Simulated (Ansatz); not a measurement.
# How much does Zr in Cu(100), 2x2 scatter?

How strong a scatterer is Zr in Cu(100), 2x2, and does relaxation matter?

Program: Ansatz 0.2.0. Level of theory: Ansatz plane-wave DFT, PBE, PAW files; ballistic transport by layer matching (Landauer), zero bias; PAW set soft_1, in the first sound run; inputs show where later runs differ. Results are calculated unless marked as measured.

**1. The starting structure**

The cell holds 56 atoms: 55 Cu and 1 Zr. Cell: a = 5.112 Å, b = 5.112 Å, c = 25.305 Å, α = 90.0°, β = 90.0°, γ = 90.0°. It derives from Cu. Regions: lead, 32 atoms (32 Cu); scattering region, 24 atoms (23 Cu and 1 Zr). The structure is stacked along c, and the current runs across the ab planes.

**2. Transmission at ideal sites**

The defect sits in one plane of the supercell, all atoms on ideal sites; the layers about the cell's end are the lead. The mesh across the current, 10×10, is finer than the density's, because channels open and close sharply across the zone. Energies from -0.1 to 0.1 eV in steps of 0.05 eV are too few for the program's thermal sum, so it prints no conductance; for a metal the transmission near the Fermi level serves, at a fraction of the cost.

The input, input.yaml:

```yaml
crystal:
  lattice:
    - [5.1123254594, 0.0, 0.0]
    - [0.0, 5.1123254594, 0.0]
    - [0.0, 0.0, 25.30472]
  atoms:
    - { symbol: Cu, position: [0.0, 0.0, 0.0357142857] }
    - { symbol: Cu, position: [0.0, 0.5, 0.0357142857] }
    - { symbol: Cu, position: [0.5, 0.0, 0.0357142857] }
    - { symbol: Cu, position: [0.5, 0.5, 0.0357142857] }
    - { symbol: Cu, position: [0.25, 0.25, 0.1071428571] }
    - { symbol: Cu, position: [0.25, 0.75, 0.1071428571] }
    - { symbol: Cu, position: [0.75, 0.25, 0.1071428571] }
    - { symbol: Cu, position: [0.75, 0.75, 0.1071428571] }
    - { symbol: Cu, position: [0.0, 0.0, 0.1785714286] }
    - { symbol: Cu, position: [0.0, 0.5, 0.1785714286] }
    - { symbol: Cu, position: [0.5, 0.0, 0.1785714286] }
    - { symbol: Cu, position: [0.5, 0.5, 0.1785714286] }
    - { symbol: Cu, position: [0.25, 0.25, 0.25] }
    - { symbol: Cu, position: [0.25, 0.75, 0.25] }
    - { symbol: Cu, position: [0.75, 0.25, 0.25] }
    - { symbol: Cu, position: [0.75, 0.75, 0.25] }
    - { symbol: Cu, position: [0.0, 0.0, 0.3214285714] }
    - { symbol: Cu, position: [0.0, 0.5, 0.3214285714] }
    - { symbol: Cu, position: [0.5, 0.0, 0.3214285714] }
    - { symbol: Cu, position: [0.5, 0.5, 0.3214285714] }
    - { symbol: Cu, position: [0.25, 0.25, 0.3928571429] }
    - { symbol: Cu, position: [0.25, 0.75, 0.3928571429] }
    - { symbol: Cu, position: [0.75, 0.25, 0.3928571429] }
    - { symbol: Cu, position: [0.75, 0.75, 0.3928571429] }
    - { symbol: Cu, position: [0.0, 0.0, 0.4642857143] }
    - { symbol: Cu, position: [0.0, 0.5, 0.4642857143] }
    - { symbol: Cu, position: [0.5, 0.0, 0.4642857143] }
    - { symbol: Cu, position: [0.5, 0.5, 0.4642857143] }
    - { symbol: Zr, position: [0.25, 0.25, 0.5357142857] }
    - { symbol: Cu, position: [0.25, 0.75, 0.5357142857] }
    - { symbol: Cu, position: [0.75, 0.25, 0.5357142857] }
    - { symbol: Cu, position: [0.75, 0.75, 0.5357142857] }
    - { symbol: Cu, position: [0.0, 0.0, 0.6071428571] }
    - { symbol: Cu, position: [0.0, 0.5, 0.6071428571] }
    - { symbol: Cu, position: [0.5, 0.0, 0.6071428571] }
    - { symbol: Cu, position: [0.5, 0.5, 0.6071428571] }
    - { symbol: Cu, position: [0.25, 0.25, 0.6785714286] }
    - { symbol: Cu, position: [0.25, 0.75, 0.6785714286] }
    - { symbol: Cu, position: [0.75, 0.25, 0.6785714286] }
    - { symbol: Cu, position: [0.75, 0.75, 0.6785714286] }
    - { symbol: Cu, position: [0.0, 0.0, 0.75] }
    - { symbol: Cu, position: [0.0, 0.5, 0.75] }
    - { symbol: Cu, position: [0.5, 0.0, 0.75] }
    - { symbol: Cu, position: [0.5, 0.5, 0.75] }
    - { symbol: Cu, position: [0.25, 0.25, 0.8214285714] }
    - { symbol: Cu, position: [0.25, 0.75, 0.8214285714] }
    - { symbol: Cu, position: [0.75, 0.25, 0.8214285714] }
    - { symbol: Cu, position: [0.75, 0.75, 0.8214285714] }
    - { symbol: Cu, position: [0.0, 0.0, 0.8928571429] }
    - { symbol: Cu, position: [0.0, 0.5, 0.8928571429] }
    - { symbol: Cu, position: [0.5, 0.0, 0.8928571429] }
    - { symbol: Cu, position: [0.5, 0.5, 0.8928571429] }
    - { symbol: Cu, position: [0.25, 0.25, 0.9642857143] }
    - { symbol: Cu, position: [0.25, 0.75, 0.9642857143] }
    - { symbol: Cu, position: [0.75, 0.25, 0.9642857143] }
    - { symbol: Cu, position: [0.75, 0.75, 0.9642857143] }
kpoints:
  mp_grid: { grid: [4, 4, 1] }
hamiltonian:
  xc: pbe
  pseudopotentials: { kind: paw, azcp: { folder: soft_1 } }
scf:
  occupations: { method: fermi_dirac, width: 0.1 }
output:
  transmission: { leads: [[0, 4]], kmesh: [10, 10], e_range: [-0.1, 0.1], de: 0.05 }
  write_potential: true
  write_density: true
  volumetric_format: npy
  elf: true
```

Launch:

```sh
$ ansatz run input.yaml --threads 4 --pin off --max-ram 15360MiB --backend cpu --events-out ev --progress --plain --runs-dir out
```

Numbers of over 12 decimals in the logs are rounded to 6 here.

The log of the run:

```text
Engine: ansatz 0.2.0, aarch64-unknown-linux-gnu
Pseudopotentials: kind: paw
Pseudopotential: Cu, paw, valence charge 19, recommended cutoff 420 eV (normal), soft_1/Cu.paw.azcp
Pseudopotential: Zr, paw, valence charge 12, recommended cutoff 420 eV (normal), soft_1/Zr.paw.azcp
Functional definition: PBE
  parameter kappa = 0.804
  parameter beta = 0.066725
  exchange = pbe_x(kappa = kappa, mu = beta*pi^2/3)
  correlation = pbe_c(beta = beta)
Crystal: 56 atoms, lattice volume = 661.361 Å³
Basis set: ecut = 420 eV, 12885 PW (Γ)
Bands: 635, of which v1, the nominal top of the filled ones, is band 529 counted from 1 (528 counted from 0)
Symmetry: 16 space group operations
Space group: P4/mmm (ITA 123), of the structure as read, at distance tolerance 8.7e-5 Å
k-points: 6 of 16
Non-local potential: Cu, projectors of the file, l = 0: 3, l = 1: 2, l = 2: 3, l = 3: 1
Non-local potential: Zr, projectors of the file, l = 0: 3, l = 1: 2, l = 2: 2, l = 3: 1
PAW form: soft (Blöchl's): semilocal exchange-correlation on the pseudo side does not see the compensation charge
PAW one-centre angular grid: Cu, 590 points (default); XC on 64 Gauss nodes
PAW one-centre angular grid: Zr, 590 points (default); XC on 64 Gauss nodes
Initial density: superposition of atomic densities (chi_scale 0.1, normalization cell, long waves 94 % of neutral atoms (reshape's long-wave potential 1.94 eV rms, cloud 3.07 Å wide))
Initial wavefunctions: pseudopotential atomic-orbital guess
Functional: x = pbe(κ = 0.804, μ = 0.219515), c = pbe(β = 0.066725)
SCF iter   1: F=—  HF=-368639.077762 eV  |F-HF|=—  |Δ(HF+E_count)|=         —  Δρ=3.07e-1  dr2=9.71e2  ethr=3.10e-3  ⟨swp⟩=5.0  Hψ=12319  notcnv=0  defer=67
preconditioner: auto → Kerker (q_TF=auto, 2.950 Å⁻¹)  [metal: Δε(μ)=0.029 eV  Ē_g=9.167 eV  σ=0.100 eV  W_gap=0.07  n_scr=306 (ndim 8)  ℏωp=35.8 eV  f_vac=0.000  D(μ)=28.06/eV (n_scr^D=242)]
SCF iter   2: F=—  HF=-368581.777239 eV  |F-HF|=—  |Δ(HF+E_count)|=    5.73e1  Δρ=9.52e-2  dr2=2.70e2  ethr=3.10e-3  ⟨swp⟩=2.0  Hψ=7424  notcnv=0  defer=442
SCF iter   3: F=—  HF=-368569.749139 eV  |F-HF|=—  |Δ(HF+E_count)|=    1.20e1  Δρ=5.28e-2  dr2=3.53e1  ethr=3.10e-3  ⟨swp⟩=2.0  Hψ=4502  notcnv=0  defer=459
SCF iter   4: F=—  HF=-368567.216659 eV  |F-HF|=—  |Δ(HF+E_count)|=    2.53e0  Δρ=1.27e-2  dr2=5.25e0  ethr=3.10e-3  ⟨swp⟩=2.0  Hψ=5215  notcnv=0  defer=459
SCF iter   5: F=—  HF=-368567.791742 eV  |F-HF|=—  |Δ(HF+E_count)|=   5.75e-1  Δρ=7.85e-3  dr2=6.84e-1  ethr=4.97e-4  ⟨swp⟩=2.0  Hψ=4998  notcnv=0  defer=463
SCF iter   6: F=—  HF=-368567.672654 eV  |F-HF|=—  |Δ(HF+E_count)|=   1.19e-1  Δρ=5.60e-3  dr2=6.12e-1  ethr=6.47e-5  ⟨swp⟩=2.0  Hψ=7024  notcnv=0  defer=462
SCF iter   7: F=—  HF=-368567.683180 eV  |F-HF|=—  |Δ(HF+E_count)|=   1.05e-2  Δρ=2.50e-3  dr2=3.18e-1  ethr=5.79e-5  ⟨swp⟩=1.7  Hψ=3598  notcnv=0  defer=462
SCF iter   8: F=—  HF=-368567.676797 eV  |F-HF|=—  |Δ(HF+E_count)|=   6.38e-3  Δρ=1.45e-3  dr2=4.56e-2  ethr=3.01e-5  ⟨swp⟩=1.0  Hψ=3523  notcnv=0  defer=462
SCF iter   9: F=—  HF=-368567.674920 eV  |F-HF|=—  |Δ(HF+E_count)|=   1.88e-3  Δρ=6.43e-4  dr2=1.89e-2  ethr=4.32e-6  ⟨swp⟩=2.0  Hψ=4440  notcnv=0  defer=462
SCF iter  10: F=—  HF=-368567.674802 eV  |F-HF|=—  |Δ(HF+E_count)|=   1.18e-4  Δρ=2.53e-4  dr2=4.30e-4  ethr=1.78e-6  ⟨swp⟩=1.0  Hψ=3688  notcnv=0  defer=462
SCF iter  11: F=—  HF=-368567.674842 eV  |F-HF|=—  |Δ(HF+E_count)|=   3.99e-5  Δρ=6.91e-5  dr2=5.17e-5  ethr=4.07e-8  ⟨swp⟩=2.0  Hψ=6196  notcnv=0  defer=462
SCF iter  12: F=—  HF=-368567.675072 eV  |F-HF|=—  |Δ(HF+E_count)|=   2.30e-4  Δρ=6.51e-5  dr2=2.97e-5  ethr=4.89e-9  ⟨swp⟩=2.0  Hψ=5287  notcnv=0  defer=462
SCF iter  13: F=—  HF=-368567.675070 eV  |F-HF|=—  |Δ(HF+E_count)|=   1.26e-6  Δρ=4.08e-5  dr2=1.23e-5  ethr=2.81e-9  ⟨swp⟩=2.0  Hψ=5182  notcnv=0  defer=462
SCF iter  14: F=—  HF=-368567.675069 eV  |F-HF|=—  |Δ(HF+E_count)|=   1.54e-6  Δρ=1.02e-5  dr2=2.01e-6  ethr=1.16e-9  ⟨swp⟩=2.0  Hψ=5178  notcnv=0  defer=462
SCF iter  15: F=—  HF=-368567.675069 eV  |F-HF|=—  |Δ(HF+E_count)|=   1.13e-7  Δρ=4.26e-6  dr2=2.09e-7  ethr=1.90e-10  ⟨swp⟩=1.3  Hψ=3643  notcnv=0  defer=462
SCF iter  16: F=—  HF=-368567.675069 eV  |F-HF|=—  |Δ(HF+E_count)|=   1.33e-8  Δρ=3.33e-6  dr2=2.34e-7  ethr=9.46e-12  ⟨swp⟩=7.7  Hψ=13651  notcnv=0
SCF iter  17: F=-368567.675069 eV  HF=-368567.675069 eV  |F-HF|=2.24e-8  |Δ(HF+E_count)|=   1.02e-8  Δρ=1.28e-6  dr2=2.29e-8  ethr=9.46e-12  ⟨swp⟩=1.0  Hψ=7767  notcnv=0
SCF 1 converged in 17 iterations: F = -368567.675069 eV  dr2 = 2.29e-8
  greatest PAW one-centre occupation: 1.000 electrons in one spin orbital (limit 2), on the Cu atom at site 38 (counted from 0), in its partial waves of l = 0
transmission: 87 of 840 steps passed
transmission: 171 of 840 steps passed
[...]
transmission: 840 of 840 steps passed
SCF converged after 17 iterations
Free energy (F): -368567.675069 eV
Harris-Foulkes:  -368567.675069 eV  (|F-HF|=2.24e-8)
Internal energy: -368566.944527 eV  (E = F + TS)
E sigma→0 (E₀):  -368567.309798 eV
Entropy (-TS):   -0.730542 eV (-13.045 meV/atom)
Fermi energy:    16.659552 eV
--- Per-component energies (eV) ---
  E_band       = -20046.711296
  E_kinetic    = 14735.258786
  E_local      = -249118.510754  (includes V_loc(G=0)·N_el)
  E_nonlocal   = 48993.898077
  E_hartree    = 105639.758282
  E_xc         = -3960.496966
  E_vxc        = -5097.710977  (∫ρ·V_xc dr)
  E_paw        = -102770.995636  (= ΣΔE_a)
  E_vpaw       = -40839.257641  (= ΣTr[D̂ρ^β])
  E_aug_tail   = 0.056514  (compensation charges beyond the density's cutoff)
  E_ewald      = -182085.912830
  E_smearing   = -0.730542  (= −TS)
  E_closure    = -0.000000  (closes the sum)
  Σ components = -368567.675069   (vs F -368567.675069, Δ=0.00e0)
--- Band table (eV; the first three rows and the last of 6) ---
  k-point 0: bands = [... 525 lower, 16.1834, 16.2188, 16.2191, 16.2191, 16.2304, 16.2988, 16.2988, 16.3105, ... 102 higher]
  k-point 1: bands = [... 525 lower, 16.5213, 16.5396, 16.5827, 16.6055, 16.7076, 16.7188, 16.8051, 16.8097, ... 102 higher]
  k-point 2: bands = [... 525 lower, 16.9571, 17.0270, 17.0708, 17.0720, 17.0848, 17.1123, 17.1410, 17.1776, ... 102 higher]
  k-point 5: bands = [... 525 lower, 15.8742, 15.9132, 16.5061, 16.5061, 16.6388, 16.7547, 16.8400, 16.8695, ... 102 higher]
--- Transmission ---
  basis      : 225 plane waves across, 40 finite elements along
  points     : 21, standing for a mesh of 10 x 10
  energies   : 5 from -0.100000 to 0.100000 eV about the Fermi level, 0.050000 eV apart; the leads are filled to 0.000000 eV, and channels, transmission and decay are at 0.000000 eV
  crystal 0  : Cu4, at the sites [0, 4], period 1.8075 Å, over 23.50 Å; its Hamiltonian steps by up to 6.9 meV
    offset         : up to 0.0000 Å between an atom of the period and one for which it stands
    channels       : 3.570000e0 a spin
    conductance    : none, the energies end too early or step too widely for 300 K: set another output.transmission.e_range or a lower de, or, where they end at an eighth of basis.ecutwfc, a higher one
  junction   : crystal 0 to crystal 0, 1.11 to 24.61 Å
    transmission   : 2.108877e0 a spin
    conductance    : none, the energies end too early or step too widely for 300 K: set another output.transmission.e_range or a lower de, or, where they end at an eighth of basis.ecutwfc, a higher one
```

Run time: 6.1 min. Hardware: 4 threads of Arm Neoverse V1, shared host; peak memory 7.3 GiB; 23 min of CPU time.

This run has no spin polarisation although its electron count is odd.

Numbers from this step:

| Quantity | Value |
| --- | --- |
| free energy | -368567.6751 eV |
| energy at zero smearing | -368567.3098 eV |
| Fermi energy | 16.66 eV |
| cell area | 26.14 Å² |
| transmission per spin nearest the Fermi level | 2.109 |
| open channels per spin nearest the Fermi level | 3.57 |
| step of the lead's potential | 6.9 meV |

Per spin. The transmission, zone mean by energy, zero at the Fermi level:

```csv
energy (eV),"transmission, zone mean"
-0.1000,2.15
-0.0500,2.11
0.0000,2.11
0.0500,2.13
0.1000,2.10
```

Per spin. Open channels, zone mean, lead against energy, zero at the Fermi level:

```csv
energy (eV),"open channels, zone mean, lead"
-0.1000,3.57
-0.0500,3.57
0.0000,3.57
0.0500,3.65
0.1000,3.65
```

Transmission over k1 and k2. At 0.0000 eV from the Fermi level.

Ten even steps from '0' (0.98) to '9' (2.68):
```
7777818777
7778959877
7788525887
8895202598
0152000251
8895202598
7788525887
7778959877
7777818777
7777808777
```
Columns: k1 (b1) from -0.5 to 0.4; rows upwards: k2 (b2) from -0.5 to 0.4.

Open channels over k1 and k2. At 0.0000 eV from the Fermi level.

Ten even steps from '0' (1.00) to '9' (4.00):
```
9999939999
9999999999
9999636999
9996636699
3393303393
9996636699
9999636999
9999999999
9999939999
9999939999
```
Columns: k1 (b1) from -0.5 to 0.4; rows upwards: k2 (b2) from -0.5 to 0.4.

Electrostatic potential energy in the ca plane at fractional y = 0.250, with atoms of Cu and Zr within 0.2 Å of it. With pseudopotentials it is smooth inside the atoms' cores, unlike the true potential.

Values in eV, 8 rows by 16 columns, each cell a mean:
```
 17   5  11  17  16   2  16  17   9   4  17  17   4  13  17  14
 17 -33 -14  19   5 -43   7  19 -18 -31  17  15 -38  -7  19  -1
 17 -23  -7  18   9 -33  10  18 -10 -22  17  16 -28  -1  19   4
 17  13  15  17  17  11  17  16  13  11  16  17  12  16  17  17
 17   5  11  17  16   2  16  16   1  -4  15  17   4  13  17  14
 17 -33 -14  19   5 -43   7  16 -24 -34  13  15 -38  -7  19  -1
 17 -23  -7  18   9 -33  10  16 -18 -28  14  16 -28  -1  19   4
 17  13  15  17  17  11  17  16   8   5  15  17  12  16  17  17
```
Columns run along c (16.0 Å, from fractional 0.18 to 0.82 of the cell; values clipped at the 3rd and 97th percentile), rows up along a (5.1 Å). Atoms in or near the plane, at fractional coordinates: Cu at (0.25, 0.25), Cu at (0.25, 0.75), Cu at (0.39, 0.25), Cu at (0.39, 0.75), Zr at (0.54, 0.25), Cu at (0.54, 0.75), Cu at (0.68, 0.25), Cu at (0.68, 0.75).

Valence density in the ca plane at fractional y = 0.250, with atoms of Cu and Zr within 0.2 Å of it. It is the smooth field of the valence electrons, not physical close to the nuclei.

Ten steps, logarithmic in the rise over the least value, from '0' (0 e/Å³) to '9' (42 e/Å³), each cell a mean:
```
00000100000000010000000011000000001100000000
00024420000002442000000244200000024420000002
00148951000015895100001588510000158851000014
00159961000015996100001599610000159961000015
00036741000003663100000366410000036631000013
00012210000001221000000122100000012210000001
00000000000000000000000000000000000000000000
00000100000000010000000111100000001100000000
00024420000002442000001244310000024420000002
00148951000015895100001455420000158851000014
00159961000015996100002455420000159961000015
00036741000003663100001344310000036631000013
00012210000001221000000122100000012210000001
00000000000000000000000000000000000000000000
```
Columns run along c (16.0 Å, from fractional 0.18 to 0.82 of the cell), rows up along a (5.1 Å). Atoms in or near the plane, at fractional coordinates: Cu at (0.25, 0.25), Cu at (0.25, 0.75), Cu at (0.39, 0.25), Cu at (0.39, 0.75), Zr at (0.54, 0.25), Cu at (0.54, 0.75), Cu at (0.68, 0.25), Cu at (0.68, 0.75).

ELF in the ca plane at fractional y = 0.250, with atoms of Cu and Zr within 0.2 Å of it. It is the smooth field of the valence electrons, not physical close to the nuclei.

Ten even steps from '0' (0.13) to '9' (0.74), each cell a mean:
```
12210012211221001221123111133112210012211221
11100001111210000011121000012111100001211110
11003400111100340011110044001111004400111100
11005700111100670001110067001111006610111100
11001100111100110011121011002111001100111100
12100001211210000121122100122112100001211210
12221112211222111221133210133212211122211222
12210012211221001222221122112222210012211221
11100001111210000122211799711222100001211110
11003400111100340012203976940221004400111100
11005700111100670012204944950121006610111100
11001100111100110022202999930222001100111100
12100001211210000122221366412222100001211210
12221112211222111221232100123212211112211222
```
Columns run along c (16.0 Å, from fractional 0.18 to 0.82 of the cell), rows up along a (5.1 Å). Atoms in or near the plane, at fractional coordinates: Cu at (0.25, 0.25), Cu at (0.25, 0.75), Cu at (0.39, 0.25), Cu at (0.39, 0.75), Zr at (0.54, 0.25), Cu at (0.54, 0.75), Cu at (0.68, 0.25), Cu at (0.68, 0.75).

Over the solved energies the transmission per spin lies between 2.10 and 2.15, out of 3.60 channels of the lead on average (up to 3.65).

**3. Resistance at ideal sites**

This step: Ansatz plane-wave DFT, PBE, PAW files; ballistic transport by layer matching (Landauer), zero bias; area resistance of the defect plane and resistivity an atomic per cent; PAW set soft_1 (Ansatz 0.2.0).

This step gave:

| Item | Value |
| --- | --- |
| area resistance | 0.6560 fΩ m² |
| T over the leads' mean channel count | 0.5884 |
| resistivity per at.% scaled from this dense plane, with the factor 3/4 for isotropic scattering | 10.89 µΩ cm |

Averaged over the energies near the Fermi level, 58.8 % of the channels pass, which makes 0.656 fΩ m².

By hand, with T and the leads' channels N averaged over the energies near the Fermi level: RA = A (h/2e²)(1/T − 1/N) = 26.14×10⁻²⁰ m² × 12 906 Ω × (1/2.116 − 1/3.597) = 0.656 fΩ m². Per atomic per cent: RA × A / V_atom × 0.01 × 3/4 = 10.9 µΩ cm, with the host's V_atom = 11.81 Å³.

(Part 1 of 3 ends here.)

[Logs are printed without paths, hosts, clocks, repeated set-up lines and the standing remarks that a program may print on its own settings, such as how far it seeks lower states.]

[Hosts, paths, dates, database ids (printed as entryN), source tags and the programs' standing remarks are cut or masked in the printed files.]
